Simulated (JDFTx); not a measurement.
# Ge (Fd-3m) in JDFTx: reference runs

Reference runs on Ge: the cell as given and a disturbed copy.

Program: JDFTx 1.7.0 (patched build). These are calculated values, not measurements. Logs are shortened: lines on timing, memory, paths and dates and some standing lists are left out, and cuts for length are marked. The log counts tension as positive stress, the text compression.

**What was measured.**

“Electronic and optical properties of SixGe1-x-ySny alloys lattice-matched to Ge”, 2021, arxiv:2109.02782 reports, for a bulk crystal of Ge at 293 K: band gap 0.666 eV (indirect).

The runs below are set against these values where they give the same quantity.

### Step 1. The crystal as given

The structure is cubic, space group Fd-3m (No. 227). Conventional cell: a = 5.658 Å, b = 5.658 Å, c = 5.658 Å, α = 90.00°, β = 90.00°, γ = 90.00°. Ge (site symmetry -43m) is surrounded by 4 Ge at 2.45 Å.

### Step 2. Single point, PBEsol

Ge.in reads:

```
lattice \
    0.0000000000     5.3458651312     5.3458651312 \
    5.3458651312     0.0000000000     5.3458651312 \
    5.3458651312     5.3458651312     0.0000000000
coords-type Lattice
ion Ge     0.7500000000     0.7500000000     0.7500000000 1
ion Ge     0.5000000000     0.5000000000     0.5000000000 1

ion-species pseudo/Ge.upf
elec-cutoff 39 312
elec-ex-corr gga-PBEsol
kpoint-folding 8 8 8
elec-smearing Fermi 0.0018374661
elec-n-bands 21
electronic-SCF nIterations 100 energyDiffThreshold 1e-09
electronic-minimize nIterations 30 energyDiffThreshold 1e-7
converge-empty-states yes
forces-output-coords Cartesian

dump-name run.$VAR
dump End Ecomponents EigStats BandEigs Kpoints Forces Stress
```

Potentials or basis: PseudoDojo-SR-PBEsol-0.4.1-standard with smoothed tails.

Command:

```sh
$ jdftx -c 1 -i Ge.in -o Ge.out
```

What it wrote:

```text
*************** JDFTx 1.7.0 (patched build) ***************

[... 9 lines left out ...]
---------- Initializing the Grid ----------
R =
[            0      5.34587      5.34587  ]
[      5.34587            0      5.34587  ]
[      5.34587      5.34587            0  ]
unit cell volume = 305.551
G =
[  -0.587668   0.587668   0.587668  ]
[   0.587668  -0.587668   0.587668  ]
[   0.587668   0.587668  -0.587668  ]
Minimum fftbox size, Smin = [  64  64  64  ]
Chosen fftbox size, S = [  64  64  64  ]

---------- Initializing tighter grid for wavefunction operations ----------
R =
[            0      5.34587      5.34587  ]
[      5.34587            0      5.34587  ]
[      5.34587      5.34587            0  ]
unit cell volume = 305.551
G =
[  -0.587668   0.587668   0.587668  ]
[   0.587668  -0.587668   0.587668  ]
[   0.587668   0.587668  -0.587668  ]
Minimum fftbox size, Smin = [  44  44  44  ]
Chosen fftbox size, S = [  48  48  48  ]

---------- Exchange Correlation functional ----------
Initalized PBEsol GGA exchange.
Initalized PBEsol GGA correlation.

---------- Setting up pseudopotentials ----------
Width of ionic core gaussian charges (only for fluid interactions / plotting) set to 0

Reading pseudopotential file 'pseudo/Ge.upf':
  'Ge' pseudopotential, 'PBESOL' functional
  Generated using ONCVPSP code by D. R. Hamann
  14 valence electrons, 3 orbitals, 6 projectors, 1001 radial grid points, with lMax = 2
    3D    l: 2   occupation: 10.0   eigenvalue: -1.077211
    4S    l: 0   occupation:  2.0   eigenvalue: -0.431575
    4P    l: 1   occupation:  2.0   eigenvalue: -0.143216
  Core radius for overlap checks: 1.83 bohrs.

Initialized 1 species with 2 total atoms.

Folded 1 k-points by 8x8x8 to 512 k-points.

---------- Setting up k-points, bands, fillings ----------
Reduced to 29 k-points under symmetry.
Computing the number of bands and number of electrons
Calculating initial fillings.
nElectrons:  28.000000   nBands: 21   nStates: 29

----- Setting up reduced wavefunction bases (one per k-point) -----
average nbasis = 3553.268 , ideal nbasis = 3554.470

---------- Setting up ewald sum ----------
Optimum gaussian width for ewald sums = 2.427999 bohr.
Real space sum over 1331 unit cells with max indices [  5  5  5  ]
Reciprocal space sum over 2197 terms with max indices [  6  6  6  ]

---------- Allocating electronic variables ----------
Initializing wave functions:  linear combination of atomic orbitals
Note: number of bands (21) exceeds available atomic orbitals (18)
Ge pseudo-atom occupations:   s ( 2 )  p ( 2 )  d ( 10 )
	FillingsUpdate:  mu: +0.348620709  nElectrons: 28.000000
LCAOMinimize: Iter:   0  F: -159.8508572163756298  |grad|_K:  4.638e-05  alpha:  1.000e+00
	FillingsUpdate:  mu: +0.348737656  nElectrons: 28.000000
LCAOMinimize: Iter:   1  F: -159.8508702933016252  |grad|_K:  2.264e-06  alpha:  9.515e-01  linmin: -7.688e-03  cgtest:  1.333e-01
LCAOMinimize: Encountered beta<0, resetting CG.
	FillingsUpdate:  mu: +0.348724746  nElectrons: 28.000000
LCAOMinimize: Iter:   2  F: -159.8508703234869017  |grad|_K:  1.226e-07  alpha:  9.211e-01  linmin:  1.227e-04  cgtest: -4.099e-04
	FillingsUpdate:  mu: +0.348725159  nElectrons: 28.000000
LCAOMinimize: Iter:   3  F: -159.8508703235787038  |grad|_K:  1.865e-09  alpha:  9.465e-01  linmin: -1.755e-02  cgtest:  3.383e-01
LCAOMinimize: Encountered beta<0, resetting CG.
LCAOMinimize: Converged (|Delta F|<1.000000e-06 for 2 iters).

-------- Electronic minimization -----------
Will mix electronic density at each iteration.
	FillingsUpdate:  mu: +0.348725159  nElectrons: 28.000000
	FillingsUpdate:  mu: +0.337481751  nElectrons: 28.000000
SCF: Cycle:  0   F: -159.891876018612948   dF: -4.101e-02   |Residual|: 4.769e-02   |deigs|: 1.986e-01
	FillingsUpdate:  mu: +0.340984925  nElectrons: 28.000000
SCF: Cycle:  1   F: -159.892889535791738   dF: -1.014e-03   |Residual|: 2.667e-02   |deigs|: 5.244e-03
	FillingsUpdate:  mu: +0.346077426  nElectrons: 28.000000
SCF: Cycle:  2   F: -159.893110801994112   dF: -2.213e-04   |Residual|: 3.870e-03   |deigs|: 5.219e-03
	FillingsUpdate:  mu: +0.346232027  nElectrons: 28.000000
SCF: Cycle:  3   F: -159.893115301660742   dF: -4.500e-06   |Residual|: 1.637e-03   |deigs|: 6.311e-04
	FillingsUpdate:  mu: +0.346648343  nElectrons: 28.000000
SCF: Cycle:  4   F: -159.893116974668118   dF: -1.673e-06   |Residual|: 4.700e-04   |deigs|: 5.344e-04
	FillingsUpdate:  mu: +0.346765286  nElectrons: 28.000000
SCF: Cycle:  5   F: -159.893117191561771   dF: -2.169e-07   |Residual|: 2.155e-04   |deigs|: 1.455e-04
	FillingsUpdate:  mu: +0.346734071  nElectrons: 28.000000
SCF: Cycle:  6   F: -159.893117252202131   dF: -6.064e-08   |Residual|: 4.175e-05   |deigs|: 1.066e-04
	FillingsUpdate:  mu: +0.346733245  nElectrons: 28.000000
SCF: Cycle:  7   F: -159.893117269914228   dF: -1.771e-08   |Residual|: 2.021e-05   |deigs|: 8.216e-05
	FillingsUpdate:  mu: +0.346734838  nElectrons: 28.000000
SCF: Cycle:  8   F: -159.893117277993696   dF: -8.079e-09   |Residual|: 1.517e-05   |deigs|: 1.959e-04
	FillingsUpdate:  mu: +0.346735074  nElectrons: 28.000000
SCF: Cycle:  9   F: -159.893117279930408   dF: -1.937e-09   |Residual|: 2.225e-06   |deigs|: 4.444e-05
	FillingsUpdate:  mu: +0.346735469  nElectrons: 28.000000
SCF: Cycle: 10   F: -159.893117280936792   dF: -1.006e-09   |Residual|: 1.253e-06   |deigs|: 3.818e-05
	FillingsUpdate:  mu: +0.346735498  nElectrons: 28.000000
SCF: Cycle: 11   F: -159.893117281136284   dF: -1.995e-10   |Residual|: 6.663e-07   |deigs|: 1.229e-05
	FillingsUpdate:  mu: +0.346735523  nElectrons: 28.000000
SCF: Cycle: 12   F: -159.893117281264693   dF: -1.284e-10   |Residual|: 3.992e-07   |deigs|: 2.977e-05
SCF: Converged (|Delta E|<1.000000e-09 for 2 iters).

Setting wave functions to eigenvectors of Hamiltonian
Converging empty states (this may take a while): |deigs|: 4.373e-05

# Stress tensor in Cartesian coordinates [Eh/a0^3]:
[ -2.18011e-05            0            0  ]
[            0 -2.18011e-05            0  ]
[            0            0 -2.18011e-05  ]

# Ionic positions in lattice coordinates:
ion Ge   0.750000000000000   0.750000000000000   0.750000000000000 1
ion Ge   0.500000000000000   0.500000000000000   0.500000000000000 1

# Forces in Cartesian coordinates:
force Ge  -0.000000000000000   0.000000000000000  -0.000000000000000 1
force Ge  -0.000000000000000   0.000000000000000   0.000000000000000 1

# Energy components:
   Eewald =      -98.7503791004548077
       EH =       55.3018793943890614
     Eloc =     -131.4156036858441325
      Enl =      -94.3221845032275041
      Exc =      -43.1924299985101001
 Exc_core =       18.5098976651827414
       KE =      133.9757367286158285
-------------------------------------
     Etot =     -159.8930834998489274
       TS =        0.0000337814157692
-------------------------------------
        F =     -159.8931172812646935

IonicMinimize: Iter:   0  F: -159.893117281264693  |grad|_K:       -nan
IonicMinimize: None of the convergence criteria satisfied after 0 iterations.

#--- Lowdin population analysis ---
# oxidation-state Ge +0.020 +0.020

Dumping 'run.eigStats' ...
	eMin: -0.569094 at state 19 ( [ +0.000000 +0.375000 -0.375000 ] spin 0 )
	HOMO: +0.346007 at state 0 ( [ +0.000000 +0.000000 +0.000000 ] spin 0 )
	mu  : +0.346736
	LUMO: +0.350411 at state 4 ( [ +0.000000 +0.000000 +0.500000 ] spin 0 )
	eMax: +0.841778 at state 19 ( [ +0.000000 +0.375000 -0.375000 ] spin 0 )
	HOMO-LUMO gap: +0.004404
	Optical gap  : +0.049134 at state 1 ( [ +0.000000 +0.000000 +0.125000 ] spin 0 )
Done!
[note: the HOMO, LUMO and gaps printed at the end count levels as full or empty at half filling, so they show a gap where a level is partly filled]
```

It took 40 s on 1 thread of AMD EPYC 9R45 (Zen 5), shared host; peak memory 0.17 GiB.

Results:

```yaml
Free_energy: -4350.9134 eV
Pressure: 0.6 GPa
Band_gap_on_the_k_mesh: none (metal or under the smearing width)
```

Caveat: this crystal is a semiconductor, whose small gap the functional closes, so the metal is an error of the method.

### Step 3. Single point, PBEsol (atoms moved at random, drawn with an rms of 0.05 Å)

Ge.in: that of step 2 with these lines changed.

```diff
@@ -5,4 +5,4 @@
 coords-type Lattice
-ion Ge     0.7500000000     0.7500000000     0.7500000000 1
-ion Ge     0.5000000000     0.5000000000     0.5000000000 1
+ion Ge     0.7609660000     0.7332560000     0.7533390000 1
+ion Ge     0.4934450000     0.4893950000     0.5101500000 1
```

Potentials or basis: PseudoDojo-SR-PBEsol-0.4.1-standard with smoothed tails.

Command:

```sh
$ jdftx -c 1 -i Ge.in -o Ge.out
```

What it wrote:

```text
*************** JDFTx 1.7.0 (patched build) ***************

Input parsed successfully to the following command list (including defaults):
[... the input with its defaults ...]

---------- Setting up symmetries ----------

Found 48 point-group symmetries of the bravais lattice
Found 2 space-group symmetries with basis
Applied RMS atom displacement 0 bohrs to make symmetries exact.

---------- Initializing the Grid ----------
R =
[            0      5.34587      5.34587  ]
[      5.34587            0      5.34587  ]
[      5.34587      5.34587            0  ]
unit cell volume = 305.551
G =
[  -0.587668   0.587668   0.587668  ]
[   0.587668  -0.587668   0.587668  ]
[   0.587668   0.587668  -0.587668  ]
Minimum fftbox size, Smin = [  64  64  64  ]
Chosen fftbox size, S = [  64  64  64  ]

---------- Initializing tighter grid for wavefunction operations ----------
R =
[            0      5.34587      5.34587  ]
[      5.34587            0      5.34587  ]
[      5.34587      5.34587            0  ]
unit cell volume = 305.551
G =
[  -0.587668   0.587668   0.587668  ]
[   0.587668  -0.587668   0.587668  ]
[   0.587668   0.587668  -0.587668  ]
Minimum fftbox size, Smin = [  44  44  44  ]
Chosen fftbox size, S = [  48  48  48  ]

---------- Exchange Correlation functional ----------
Initalized PBEsol GGA exchange.
Initalized PBEsol GGA correlation.

---------- Setting up pseudopotentials ----------
Width of ionic core gaussian charges (only for fluid interactions / plotting) set to 0

Reading pseudopotential file 'pseudo/Ge.upf':
  'Ge' pseudopotential, 'PBESOL' functional
  Generated using ONCVPSP code by D. R. Hamann
  14 valence electrons, 3 orbitals, 6 projectors, 1001 radial grid points, with lMax = 2
    3D    l: 2   occupation: 10.0   eigenvalue: -1.077211
    4S    l: 0   occupation:  2.0   eigenvalue: -0.431575
    4P    l: 1   occupation:  2.0   eigenvalue: -0.143216
  Core radius for overlap checks: 1.83 bohrs.

Initialized 1 species with 2 total atoms.

Folded 1 k-points by 8x8x8 to 512 k-points.

---------- Setting up k-points, bands, fillings ----------
Reduced to 260 k-points under symmetry.
Computing the number of bands and number of electrons
Calculating initial fillings.
nElectrons:  28.000000   nBands: 21   nStates: 260

----- Setting up reduced wavefunction bases (one per k-point) -----
average nbasis = 3553.268 , ideal nbasis = 3554.470

---------- Setting up ewald sum ----------
Optimum gaussian width for ewald sums = 2.427999 bohr.
Real space sum over 1331 unit cells with max indices [  5  5  5  ]
Reciprocal space sum over 2197 terms with max indices [  6  6  6  ]

---------- Allocating electronic variables ----------
Initializing wave functions:  linear combination of atomic orbitals
Note: number of bands (21) exceeds available atomic orbitals (18)
Ge pseudo-atom occupations:   s ( 2 )  p ( 2 )  d ( 10 )
	FillingsUpdate:  mu: +0.353992714  nElectrons: 28.000000
LCAOMinimize: Iter:   0  F: -159.8500310231661388  |grad|_K:  1.998e-05  alpha:  1.000e+00
	FillingsUpdate:  mu: +0.353993520  nElectrons: 28.000000
LCAOMinimize: Iter:   1  F: -159.8500505642919904  |grad|_K:  2.713e-06  alpha:  8.549e-01  linmin: -1.375e-03  cgtest:  2.068e-02
	FillingsUpdate:  mu: +0.354005360  nElectrons: 28.000000
LCAOMinimize: Iter:   2  F: -159.8500509192253674  |grad|_K:  1.499e-07  alpha:  8.396e-01  linmin: -8.662e-04  cgtest: -3.577e-02
	FillingsUpdate:  mu: +0.354003119  nElectrons: 28.000000
LCAOMinimize: Iter:   3  F: -159.8500509203734339  |grad|_K:  5.138e-09  alpha:  8.903e-01  linmin: -4.351e-04  cgtest: -2.321e-02
LCAOMinimize: Converged (|Delta F|<1.000000e-06 for 2 iters).

-------- Electronic minimization -----------
Will mix electronic density at each iteration.
	FillingsUpdate:  mu: +0.354003119  nElectrons: 28.000000
	FillingsUpdate:  mu: +0.339698145  nElectrons: 28.000000
SCF: Cycle:  0   F: -159.891152141787018   dF: -4.110e-02   |Residual|: 4.781e-02   |deigs|: 1.731e-01
	FillingsUpdate:  mu: +0.342279225  nElectrons: 28.000000
SCF: Cycle:  1   F: -159.892187044709800   dF: -1.035e-03   |Residual|: 2.669e-02   |deigs|: 5.422e-03
	FillingsUpdate:  mu: +0.346490905  nElectrons: 28.000000
SCF: Cycle:  2   F: -159.892411843938447   dF: -2.248e-04   |Residual|: 3.969e-03   |deigs|: 5.075e-03
	FillingsUpdate:  mu: +0.346727025  nElectrons: 28.000000
SCF: Cycle:  3   F: -159.892416426025335   dF: -4.582e-06   |Residual|: 1.672e-03   |deigs|: 6.355e-04
	FillingsUpdate:  mu: +0.347237998  nElectrons: 28.000000
SCF: Cycle:  4   F: -159.892418045108116   dF: -1.619e-06   |Residual|: 5.945e-04   |deigs|: 6.549e-04
	FillingsUpdate:  mu: +0.347197967  nElectrons: 28.000000
SCF: Cycle:  5   F: -159.892418237621854   dF: -1.925e-07   |Residual|: 2.437e-04   |deigs|: 1.149e-04
	FillingsUpdate:  mu: +0.347221619  nElectrons: 28.000000
SCF: Cycle:  6   F: -159.892418303379230   dF: -6.576e-08   |Residual|: 5.894e-05   |deigs|: 5.409e-05
	FillingsUpdate:  mu: +0.347217780  nElectrons: 28.000000
SCF: Cycle:  7   F: -159.892418316230248   dF: -1.285e-08   |Residual|: 2.312e-05   |deigs|: 3.978e-05
	FillingsUpdate:  mu: +0.347221620  nElectrons: 28.000000
SCF: Cycle:  8   F: -159.892418321490084   dF: -5.260e-09   |Residual|: 1.007e-05   |deigs|: 5.429e-05
	FillingsUpdate:  mu: +0.347220889  nElectrons: 28.000000
SCF: Cycle:  9   F: -159.892418323192572   dF: -1.702e-09   |Residual|: 2.323e-06   |deigs|: 9.422e-05
	FillingsUpdate:  mu: +0.347220825  nElectrons: 28.000000
SCF: Cycle: 10   F: -159.892418323991393   dF: -7.988e-10   |Residual|: 1.627e-06   |deigs|: 5.268e-05
	FillingsUpdate:  mu: +0.347220687  nElectrons: 28.000000
SCF: Cycle: 11   F: -159.892418324227094   dF: -2.357e-10   |Residual|: 5.335e-07   |deigs|: 2.753e-05
SCF: Converged (|Delta E|<1.000000e-09 for 2 iters).

Setting wave functions to eigenvectors of Hamiltonian
Converging empty states (this may take a while): |deigs|: 1.156e-04

# Stress tensor in Cartesian coordinates [Eh/a0^3]:
[ -2.59378e-05  3.68429e-05  3.49107e-05  ]
[  3.68429e-05   -2.665e-05 -4.13265e-05  ]
[  3.49107e-05 -4.13265e-05  -2.6435e-05  ]

# Ionic positions in lattice coordinates:
ion Ge   0.760966000000000   0.733256000000000   0.753339000000000 1
ion Ge   0.493445000000000   0.489395000000000   0.510150000000000 1

# Forces in Cartesian coordinates:
force Ge   0.008399652924491  -0.007161737409034  -0.007529748250958 1
force Ge  -0.008399652924491   0.007161737409034   0.007529748250958 1

# Energy components:
   Eewald =      -98.7334384155948044
       EH =       55.3141949023122663
     Eloc =     -131.4450365242881560
      Enl =      -94.3202798687224657
      Exc =      -43.1925309425874318
 Exc_core =       18.5098973839102356
       KE =      133.9748089700466096
-------------------------------------
     Etot =     -159.8923844949237321
       TS =        0.0000338293033691
-------------------------------------
        F =     -159.8924183242270942

IonicMinimize: Iter:   0  F: -159.892418324227094  |grad|_K:  7.715e-03
IonicMinimize: None of the convergence criteria satisfied after 0 iterations.

#--- Lowdin population analysis ---
# oxidation-state Ge +0.020 +0.020

Dumping 'run.eigStats' ...
	eMin: -0.569853 at state 143 ( [ +0.250000 -0.375000 -0.375000 ] spin 0 )
	HOMO: +0.345409 at state 0 ( [ +0.000000 +0.000000 +0.000000 ] spin 0 )
	mu  : +0.347221
	LUMO: +0.348226 at state 4 ( [ +0.000000 +0.000000 +0.500000 ] spin 0 )
	eMax: +0.842379 at state 143 ( [ +0.250000 -0.375000 -0.375000 ] spin 0 )
	HOMO-LUMO gap: +0.002818
	Optical gap  : +0.005713 at state 0 ( [ +0.000000 +0.000000 +0.000000 ] spin 0 )
Done!
```

It took 5.4 min on 1 thread of AMD EPYC 9R45 (Zen 5), shared host; peak memory 0.9 GiB.

Results:

```yaml
Free_energy: -4350.8944 eV
Pressure: 0.8 GPa
Largest_force: 0.687 eV/Å
Band_gap_on_the_k_mesh: none (metal or under the smearing width)
```

Forces in eV/Å, atoms in the order of the input:
```
Ge   0.432 -0.368 -0.387
Ge  -0.432  0.368  0.387
```

### Step 4. How close it comes

Step 2. Measured gap of Ge: 0.666 eV (indirect; 293 K; “Electronic and optical properties of SixGe1-x-ySny alloys lattice-matched to Ge”, 2021, arxiv:2109.02782). This calculation gives 0.00 eV (-0.67 eV). 3 values of this kind are on record (0.666 to 0.807 eV); this one was drawn at random among those near their median. Spin-orbit coupling on Ge is left out. The value is that of PBEsol on a finite k mesh, which can miss the band edges, without temperature or zero-point motion. Semilocal functionals fall short of measured gaps as a rule.
